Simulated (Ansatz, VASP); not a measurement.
# B26P27 (V_B) in two plane-wave programs

Aim: how closely do two programs agree when they are given the same cell, functional and k mesh? The cell is taken from a series of runs on this material, whose earlier steps may have relaxed, scaled, displaced or heated it; both programs get it as it stands.

Program: Ansatz 0.2.0. Level of theory: plane waves, with VASP 6.6.1 beside it; single point at r2SCAN. Results are calculated unless marked as measured.

## 1. Starting point

The cell holds 53 atoms: 26 B and 27 P. Cell: a = 9.912 Å, b = 9.912 Å, c = 9.912 Å, α = 60.0°, β = 60.0°, γ = 60.0°. It derives from BP (BP (F-43m)). Nearest the centre at fractional (0.667, 0.333, 0.667): P37 at 2.02 Å, P38 at 2.04 Å, P46 at 2.04 Å, P40 at 2.05 Å, B13 at 3.28 Å, B5 at 3.28 Å, B3 at 3.29 Å, B19 at 3.29 Å. The cell carries charge −2.

As a file:

```cif
data_structure
_symmetry_space_group_name_H-M 'P 1'
_symmetry_Int_Tables_number 1
_cell_length_a 9.9118
_cell_length_b 9.9118
_cell_length_c 9.9118
_cell_angle_alpha 60.000
_cell_angle_beta 60.000
_cell_angle_gamma 60.000
_cell_volume 688.56
loop_
_atom_site_label
_atom_site_type_symbol
_atom_site_fract_x
_atom_site_fract_y
_atom_site_fract_z
_atom_site_occupancy
B1 B 0.99922 0.00046 0.99911 1
B2 B 0.99889 0.00078 0.33297 1
B3 B 0.99976 0.00286 0.66461 1
B4 B 0.99998 0.33254 0.99988 1
B5 B 0.99871 0.33228 0.33599 1
B6 B 0.00146 0.33149 0.66402 1
B7 B 0.99978 0.66691 0.99961 1
B8 B 0.99899 0.66672 0.33286 1
B9 B 0.99966 0.66757 0.66468 1
B10 B 0.33307 0.00076 0.99880 1
B11 B 0.33278 0.00048 0.33267 1
B12 B 0.33297 0.00063 0.66510 1
B13 B 0.33610 0.33219 0.99868 1
B14 B 0.33289 0.33304 0.33278 1
B15 B 0.33603 0.33088 0.66255 1
B16 B 0.33298 0.66670 0.99887 1
B17 B 0.33286 0.66684 0.33275 1
B18 B 0.33516 0.66826 0.66366 1
B19 B 0.66460 0.00277 0.99995 1
B20 B 0.66519 0.00064 0.33287 1
B21 B 0.66267 0.00428 0.66262 1
B22 B 0.66404 0.33140 0.00142 1
B23 B 0.66261 0.33089 0.33596 1
B24 B 0.66478 0.66754 0.99954 1
B25 B 0.66376 0.66841 0.33496 1
B26 B 0.66333 0.66944 0.66322 1
P27 P 0.24879 0.25084 0.24863 1
P28 P 0.24861 0.25131 0.58354 1
P29 P 0.25093 0.25083 0.91412 1
P30 P 0.24929 0.58344 0.24919 1
P31 P 0.25051 0.58244 0.58284 1
P32 P 0.25061 0.58293 0.91473 1
P33 P 0.24922 0.91716 0.24913 1
P34 P 0.24856 0.91621 0.58333 1
P35 P 0.24948 0.91710 0.91551 1
P36 P 0.58366 0.25132 0.24848 1
P37 P 0.58266 0.25131 0.58261 1
P38 P 0.58383 0.24912 0.91838 1
P39 P 0.58294 0.58246 0.25039 1
P40 P 0.58210 0.58611 0.58175 1
P41 P 0.58304 0.58298 0.91487 1
P42 P 0.58349 0.91618 0.24840 1
P43 P 0.58376 0.91615 0.58364 1
P44 P 0.58316 0.91850 0.91419 1
P45 P 0.91418 0.25085 0.25084 1
P46 P 0.91865 0.24926 0.58359 1
P47 P 0.91552 0.25066 0.91546 1
P48 P 0.91485 0.58301 0.25043 1
P49 P 0.91499 0.58305 0.58294 1
P50 P 0.91589 0.58363 0.91579 1
P51 P 0.91559 0.91711 0.24939 1
P52 P 0.91423 0.91855 0.58306 1
P53 P 0.91543 0.91755 0.91540 1
```

## 2. Ansatz: single point, r2SCAN

Ansatz runs on its PAW soft_1 files.

A single point gives forces, pressure and levels at one fixed geometry, so differences don't come from the geometry; what else differs is listed under the comparison.

Contents of input.yaml:

```yaml
crystal:
  checkpoint: "../qm2_M1.relax.run"
  host: checkpoint
total_charge: -2
basis:
  ecutwfc: 500
  xc_grid: 2
hamiltonian:
  xc: r2scan
  pseudopotentials: { kind: paw, azcp: { folder: soft_1 } }
kpoints:
  mp_grid: { grid: [2, 2, 2], shift: [0.5, 0.5, 0.5] }
magnetization:
  spin_polarized: true
  initial_magnetization: 1
  spin_locking: { lock_magnetization: hard }
scf:
  occupations: { method: fixed }
  max_iter: 80
output:
  forces: true
  eigenvalues: true
  charged_corrections:
    epsilon: 9.31
    static_epsilon: 9.42
    defect_position: [0.666667, 0.333333, 0.666667]
  eigenstates: { localisation: true }
  populations: true
  efg: {}
  band_densities: [{ bands: [v1, v1] }, { bands: [c1, c1] }]
  write_density: true
  write_potential: true
  volumetric_format: npy
  elf: true
checkpoint:
  read: "../qm2_M1.relax.run"
  write: "../qm2_M1.point.run"
  compress: false
  write_wavefunctions: false
  write_every: 100000
```

Started as:

```sh
$ ansatz run input.yaml --threads 8 --pin off --max-ram 15073MiB --backend cpu --events-out ev --progress --plain --runs-dir out
```

Numbers of over 12 decimals in the logs are rounded to 6 here.

The program printed:

```text
Warning: This run holds its total moment fixed (magnetization.spin_locking.lock_magnetization: hard) and mixes its density by anderson or broyden (scf.mixing.algorithm, typed or taken by auto). Slabs with a fixed moment have converged under broyden above another state at the same moment, at the default mixing steps and at smaller ones, and under scf.lower_state_search: standard, light or off a state that such a mixer [...]
crystal.checkpoint: the structure is that of <dir>, a `relax` run, at its step 9: its result, under r2scan at a charge of -2 e; 53 atoms read, 0 with a starting moment; crystal.structure_sha256 for this input is
Engine: ansatz 0.2.0, x86_64-unknown-linux-gnu
Pseudopotentials: kind: paw
Pseudopotential: B, paw, valence charge 3, recommended cutoff 500 eV (meta_gga), soft_1/B.paw.azcp
Pseudopotential: P, paw, valence charge 5, recommended cutoff 500 eV (meta_gga), soft_1/P.paw.azcp
Functional definition: r2SCAN
  parameter k0 = 0.174
  parameter k1 = 0.065
  parameter a1 = 4.9479
  exchange = r2scan_x(k0 = k0, k1 = k1, a1 = a1)
  correlation = r2scan_c
Crystal: 53 atoms, lattice volume = 688.559 Å³
Basis set: ecut = 500 eV, 17477 PW (Γ), exchange–correlation on 150×150×150 points (8 copies of the dense FFT grid, shifted against one another)
Bands: 161, of which v1, the nominal top of the filled ones, is band 108 counted from 1 (107 counted from 0)
Symmetry: 1 space group operations
Space group: P1 (ITA 1), of the structure as read, at distance tolerance 8.8e-5 Å
Magnetic group: BNS 1.1 (UNI 1), of the structure as read, at distance tolerance 8.8e-5 Å
k-points: 4 of 8 (time reversal used)
Non-local potential: B, projectors of the file, l = 0: 2, l = 1: 2, l = 2: 1
Non-local potential: P, projectors of the file, l = 0: 2, l = 1: 2, l = 2: 1
PAW form: soft (Blöchl's): semilocal exchange-correlation on the pseudo side does not see the compensation charge
PAW frozen core: B, regenerated for the run's functional (the file was generated under x = pbe(κ = 0.804, μ = 0.219515), c = pbe(β = 0.066725))
PAW frozen core: P, regenerated for the run's functional (the file was generated under x = pbe(κ = 0.804, μ = 0.219515), c = pbe(β = 0.066725))
PAW one-centre angular grid: B, 302 points (default); XC on 223 of its mesh's 2233 points in the sphere
PAW one-centre angular grid: P, 302 points (default); XC on 160 Gauss nodes
Initial density: read from a saved state, or passed on in memory by an earlier SCF of this step, an earlier step, the calling program or the single point that the run made first
Stability of the state it starts from, as read at its close in the collinear treatment: not read, because the mixer in use, unlike msr1, does not test its closes by its own steps (another_mixer); its run was given moments
Starting moments: Σ|m| = 1 μB on 53 of 53 sites; this step starts from the density that it was given
Initial wavefunctions: those read from a saved state, or passed on in memory by an earlier step or the calling program
Functional: x = r2scan, c = r2scan; τ floored in thin density (d = 2e-4 eV/Å³)
SCF iter   1: F=—  HF=-24570.366628 eV  |F-HF|=—  |Δ(HF+E_count)|=         —  Δρ=1.21e-7 (↑9.33e-8 ↓1.21e-7)  dr2=4.97e-10  dr2_τ=8.71e-13  dr2_m=5.56e-12  M=1.000 μB ∫|m|=1.109 μB  β_m=1.20  ethr=1.00e-12  ⟨swp⟩=3.5  Hψ=3046  notcnv=0
preconditioner: auto → Resta (q_TF=auto, 2.247 Å⁻¹)  ε∞=4.7  [insulator: Δε(μ)=0.058 eV  Ē_g=10.793 eV  n_scr=136 (ndim 8)  ℏωp=20.7 eV  f_vac=0.000  ε∞_Penn≈4.7]
spin=Collinear: Resta preconditioning applied to the charge; magnetization (m = ρ↑ − ρ↓) channel mixes plain (no charge-response kernel on spin).
SCF iter   2: F=-24570.366628 eV  HF=-24570.366628 eV  |F-HF|=2.55e-11  |Δ(HF+E_count)|=  3.64e-11  Δρ=8.09e-8 (↑7.46e-8 ↓8.09e-8)  dr2=2.35e-10  dr2_τ=3.85e-13  dr2_m=4.38e-13  M=1.000 μB ∫|m|=1.109 μB  ethr=1.00e-12  ⟨swp⟩=7.9  Hψ=5144  notcnv=0
SCF 1 converged in 2 iterations: F = -24570.366628 eV  dr2 = 2.35e-10
  greatest PAW one-centre occupation: 0.785 electrons in one spin orbital (limit 2), on the P atom at site 39 (counted from 0), in its partial waves of l = 0
this state was not tested for a lower state beside it, because the mixer in use, unlike msr1, does not test its closes by its own steps (another_mixer; see scf.mixing.algorithm and scf.lower_state_search)
SCF converged after 2 iterations
Magnetization: 1.0000 μB (108.0000 up, 107.0000 down)
Absolute magnetization: 1.1116 μB (∫|ρ↑−ρ↓|, with the PAW one-centre terms)
[...]
F (periodic)     = -24570.366628  (uncorrected; the corrections below are reported, never added to it)
  E_corr1          = +1.011792  (monopole, q²α_M/2εL)
  F Makov-Payne    = n/a  (the rows are of the electrons' constant alone; ansatz place-levels tells what screens the charge)
  no potential alignment in this run, which stands beside a crystal: run the host's input off ansatz write-host-input, and read the two finished runs by ansatz place-levels (neither reads a slab, a wire or a sheet, whose cell leaves a vacuum)
--- Band table (eV; the first three rows and the last of 8) ---
  k-point 0 ↑: bands = [... 104 lower, 7.3148, 8.3377, 8.5615, 8.6393, 9.7766, 9.7772, 9.8124, 10.0271, ... 49 higher]
  k-point 1 ↑: bands = [... 104 lower, 7.0791, 7.4570, 8.4251, 8.5440, 9.7407, 10.4765, 10.5580, 10.5923, ... 49 higher]
  k-point 2 ↑: bands = [... 104 lower, 7.0844, 7.5257, 8.3839, 8.5403, 9.7412, 10.4737, 10.5586, 10.5934, ... 49 higher]
  k-point 3 ↓: bands = [... 104 lower, 7.1156, 7.8666, 8.6603, 8.8404, 9.7561, 10.4925, 10.5716, 10.6030, ... 49 higher]
--- Löwdin populations: 53 sites ---
  site symbol       q [e]    m [muB]
     0      B      3.5838    -0.0014
     1      P      4.3969     0.0275
     2      B      3.5820    -0.0001
     3      P      4.3809     0.0181
     4      B      3.5863     0.0063
     5      P      4.4042    -0.0001
     6      B      3.5886     0.0009
     7      P      4.4039     0.0029
     8      B      3.5795     0.0171
     9      P      4.4044    -0.0002
    10      B      3.5952    -0.0075
    11      P      4.4016     0.0003
    12      B      3.5893    -0.0011
    13      P      4.4047     0.0009
    14      B      3.5833    -0.0009
    15      P      4.3873     0.0270
    16      B      3.5884     0.0014
    17      P      4.4036     0.0037
    18      B      3.5820    -0.0001
    19      P      4.3810     0.0174
    20      B      3.5807    -0.0043
    21      P      4.8027     0.0042
    22      B      3.5807    -0.0021
    23      P      4.6741     0.2748
[...]
45      P      4.4056     0.0037
    46      P      4.4093    -0.0002
    47      B      3.5884     0.0015
    48      P      4.4035     0.0038
    49      B      3.5840     0.0110
    50      P      4.4052     0.0012
    51      B      3.5930    -0.0031
    52      P      4.4004     0.0023
  spilling = 0.008113 (of n_electrons = 215.000000)
--- Band densities, each state counted as filled ---
  window                                       electrons  max residual (eV)  cut levels
  bands: [v1, v1]                    1.000000 + 1.000000             5.9e-6           0
  bands: [c1, c1]                    1.000000 + 1.000000             7.4e-6           1
```

## 3. VASP: single point, r2SCAN

The same cell, functional and mesh now go to VASP, with its own data sets.

Lines of VASP's logs that name or quote its potential files are left out, and so is its time.

Contents of INCAR:

```
SYSTEM = B26P27
PREC = Accurate
ENCUT = 460
EDIFF = 1E-06
NELM = 200
ISMEAR = 0
SIGMA = 0.01
LREAL = Auto
ALGO = Normal
METAGGA = R2SCAN
LASPH = .TRUE.
NELECT = 215
NBANDS = 144
ISPIN = 2
MAGMOM = -0 -0 0.01 0 0.02 -0 -0 -0 0 -0 -0 -0 0.02 -0 0.01 -0 -0 0.01 0.01 -0 0 -0 0.01 0 0.01 0 0.02 0.01 0 0 0 0 0 0.02 0 0.01 0 0.1 0 0.07 0 0.02 0.01 0 0 0.11 0 0 0 0 0 0 0
LORBIT = 11
LWAVE = .FALSE.
LCHARG = .FALSE.
ISIF = 2
ISYM = 0
NUPDOWN = 1
GGA_COMPAT = .FALSE.
LMIXTAU = .TRUE.
KPAR = 4
```

Contents of POSCAR:

```
B26P27
1.0
    0.0000000000      7.0086929125      7.0086929125
    7.0086929125      0.0000000000      7.0086929125
    7.0086929125      7.0086929125      0.0000000000
B P
26 27
Direct
    0.9992181034      0.0004635481      0.9991066660
    0.9988929654      0.0007805429      0.3329699101
    0.9997597321      0.0028624890      0.6646142195
    0.9999835099      0.3325419244      0.9998754540
    0.9987102717      0.3322806856      0.3359850724
    0.0014632467      0.3314928383      0.6640180171
    0.9997836704      0.6669098039      0.9996148477
    0.9989941690      0.6667191067      0.3328620327
    0.9996639270      0.6675671665      0.6646842131
    0.3330661979      0.0007648483      0.9988042411
    0.3327815264      0.0004780105      0.3326660788
    0.3329699336      0.0006306661      0.6651023978
    0.3361026516      0.3321854459      0.9986807417
    0.3328860682      0.3330403740      0.3327842534
    0.3360303453      0.3308811508      0.6625453878
    0.3329825261      0.6667028342      0.9988682128
    0.3328582039      0.6668350444      0.3327548786
    0.3351557859      0.6682558939      0.6636623102
    0.6645954796      0.0027661598      0.9999466757
    0.6651888553      0.0006350314      0.3328735549
    0.6626726330      0.0042771186      0.6626198499
    0.6640359671      0.3313972675      0.0014180877
    0.6626117451      0.3308867812      0.3359585135
    0.6647838521      0.6675391880      0.9995377868
    0.6637611282      0.6684102004      0.3349584685
    0.6633305109      0.6694363819      0.6632153443
    0.2487875904      0.2508384508      0.2486323056
    0.2486074716      0.2513080594      0.5835393838
    0.2509323498      0.2508338831      0.9141181615
    0.2492870830      0.5834374653      0.2491923981
    0.2505101478      0.5824382314      0.5828369843
    0.2506138729      0.5829305935      0.9147327372
    0.2492173945      0.9171571145      0.2491323350
    0.2485587838      0.9162093820      0.5833250617
    0.2494845209      0.9170976789      0.9155071268
    0.5836625568      0.2513168453      0.2484785632
    0.5826587848      0.2513084395      0.5826106691
    0.5838302001      0.2491157624      0.9183829418
    0.5829377052      0.5824565435      0.2503933779
    0.5820961682      0.5861094377      0.5817458819
    0.5830448038      0.5829820758      0.9148718576
    0.5834856876      0.9161780088      0.2484026152
    0.5837558934      0.9161549334      0.5836399033
    0.5831630091      0.9184995159      0.9141949148
    0.9141834356      0.2508476073      0.2508419530
    0.9186541579      0.2492584924      0.5835867747
    0.9155164656      0.2506622576      0.9154646968
    0.9148537939      0.5830053016      0.2504272581
    0.9149853926      0.5830497808      0.5829430896
    0.9158892130      0.5836266819      0.9157851790
    0.9155886013      0.9171147084      0.2493924470
    0.9142289874      0.9185475849      0.5830626656
    0.9154289845      0.9175514781      0.9153955441
```

Contents of KPOINTS:

```
Points of the shifted mesh
8
Reciprocal
 0.2500000000  0.2500000000  0.2500000000 1
 0.2500000000  0.2500000000  0.7500000000 1
 0.2500000000  0.7500000000  0.2500000000 1
 0.2500000000  0.7500000000  0.7500000000 1
 0.7500000000  0.2500000000  0.2500000000 1
 0.7500000000  0.2500000000  0.7500000000 1
 0.7500000000  0.7500000000  0.2500000000 1
 0.7500000000  0.7500000000  0.7500000000 1
```

The projector-augmented-wave data sets are B and P (PBE family, release 64).

Started as:

```sh
$ mpirun -np 8 vasp_std
```

The program printed:

```text
[banner, memory and clock lines left out]
running    8 mpi-ranks, on    1 nodes
[...]
|                                                                             |
|           W    W    AA    RRRRR   N    N  II  N    N   GGGG   !!!           |
|           W    W   A  A   R    R  NN   N  II  NN   N  G    G  !!!           |
|           W    W  A    A  R    R  N N  N  II  N N  N  G       !!!           |
|           W WW W  AAAAAA  RRRRR   N  N N  II  N  N N  G  GGG   !            |
|           WW  WW  A    A  R   R   N   NN  II  N   NN  G    G                |
|           W    W  A    A  R    R  N    N  II  N    N   GGGG   !!!           |
|                                                                             |
|     For optimal performance we recommend to set                             |
|       NCORE = 2 up to number-of-cores-per-socket                            |
|     NCORE specifies how many cores store one orbital (NPAR=cpu/NCORE).      |
|     This setting can greatly improve the performance of VASP for DFT.       |
[...]
DAV:   5    -0.487698630067E+03   -0.45568E-01   -0.45451E-01  5728   0.137E+00BRMIX: very serious problems
 the old and the new charge density differ
 old charge density:   213.00000 new  215.00000
BRMIX: very serious problems
 the old and the new charge density differ
 old charge density:   213.00000 new  215.00000
BRMIX: very serious problems
 the old and the new charge density differ
 old charge density:   213.00000 new  215.00000
BRMIX: very serious problems
 the old and the new charge density differ
 old charge density:   213.00000 new  215.00000
    0.361E+01
DAV:   6    -0.460773197997E+03    0.26925E+02   -0.23363E+01  5280   0.103E+01    0.223E+01
DAV:   7    -0.433028307231E+03    0.27745E+02   -0.65276E+00  5664   0.628E+00    0.520E+00
DAV:   8    -0.438409306361E+03   -0.53810E+01   -0.91549E+00  5032   0.741E+00    0.280E+00
DAV:   9    -0.439516141843E+03   -0.11068E+01   -0.88441E-01  5232   0.280E+00    0.208E+00
[...]
DAV:  19    -0.439528878511E+03   -0.67058E-05   -0.52781E-06  5144   0.598E-03    0.230E-03
DAV:  20    -0.439528880221E+03   -0.17099E-05   -0.54516E-07  2976   0.201E-03    0.139E-03
DAV:  21    -0.439528880664E+03   -0.44243E-06   -0.10068E-07  2936   0.925E-04
   1 F= -.43952888E+03 E0= -.43952867E+03  d E =-.426238E-03  mag=     1.0000
```

OUTCAR, selected parts (step 3):

```text
  FREE ENERGIE OF THE ION-ELECTRON SYSTEM (eV)
  ---------------------------------------------------
  free  energy   TOTEN  =      -439.5288806637 eV

  energy  without entropy=     -439.5284544258  energy(sigma->0) =     -439.52866754

 magnetization (x)
# of ion       s       p       d       tot
------------------------------------------
    1       -0.000  -0.000   0.000  -0.001
    2       -0.000  -0.000   0.000  -0.000
    3        0.000   0.013   0.000   0.014
    4       -0.000   0.001   0.000   0.001
    5        0.000   0.014   0.000   0.014
    6       -0.001  -0.001   0.000  -0.002
    7       -0.000   0.000   0.000  -0.000
    8       -0.000  -0.000   0.000  -0.001
    9       -0.000   0.001   0.000   0.001
   10       -0.000  -0.000   0.000  -0.000
   11       -0.000  -0.001   0.000  -0.001
   12       -0.000  -0.001   0.000  -0.001
   13        0.001   0.016   0.000   0.017
[...]
--------------------------------------------------
tot          0.064   0.525   0.000   0.589

[... 1 further part left out ...]
```

The cell is charged against a uniform background.

The run ends at a pressure of -7.40 GPa, with forces up to 0.12 eV/Å.

## 4. Differences

Known differences besides the potentials themselves: VASP starts from the moments at which Ansatz ended; VASP keeps PBE cores, Ansatz makes them for the functional; fixed occupations in Ansatz, narrow Gaussian smearing in VASP; the cutoff is 500 eV in Ansatz and 460 eV in VASP (PREC = Accurate, projectors in real space); site moments are counted in spheres of each program's own size. Total energies have different zeros and are not compared.

The two programs side by side:

```tsv
quantity	Ansatz	VASP	difference
total moment, fixed by the input (μB)	1.00	1.00	0.00
moment on P46 (μB)	0.10	0.16	-0.06
moment on P38 (μB)	0.10	0.12	-0.02
moment on P40 (μB)	0.07	0.12	-0.04
```

Forces on 7 of the 53 atoms, those with the largest forces and the largest differences (eV/Å; atoms numbered as in POSCAR):

```tsv
atom	Ansatz x, y, z	VASP x, y, z
B3	-0.001, 0.001, 0.001	-0.007, -0.007, -0.058
B18	0.000, 0.001, -0.001	-0.051, 0.068, -0.080
B19	-0.005, -0.003, 0.002	0.065, 0.026, -0.042
P34	0.001, 0.000, -0.001	0.022, -0.037, 0.099
P37	0.000, 0.002, 0.000	-0.033, -0.002, -0.042
P40	0.002, 0.000, 0.001	-0.055, 0.007, 0.106
P46	0.003, -0.001, 0.001	0.044, -0.054, 0.095
```

The forces differ by 23 meV/Å r.m.s., where the r.m.s. force is 0.001 eV/Å in Ansatz and 0.023 eV/Å in VASP: the atoms lie near their places of rest in Ansatz, so a percentage would say little (all taken over all components). The cell carries a charge of -2 e against a uniform background, so its pressure also hangs on how the neutralising background is counted, and in a defect's cell a gap may be the spacing between its levels.

## 5. Results

| Quantity | Value |
| --- | --- |
| r.m.s. force difference (single point, r2SCAN) | 23 meV/Å |

What this shows: The r.m.s. force difference is 23 meV/Å (single point, r2SCAN), beyond the 12 meV/Å picked in this series as the mark of a large difference. What causes the difference of the single point, r2SCAN pair stays open here. How closely two codes agree says nothing of how well the functional describes the real material.

[Lines on the potential files, build, host, timing and source positions are cut from VASP's logs without a mark.]

[Logs are printed without paths, hosts, clocks, repeated set-up lines and the standing remarks that a program may print on its own settings, such as how far it seeks lower states.]

[Hosts, paths, dates, database ids (printed as entryN), source tags and the programs' standing remarks are cut or masked in the printed files.]
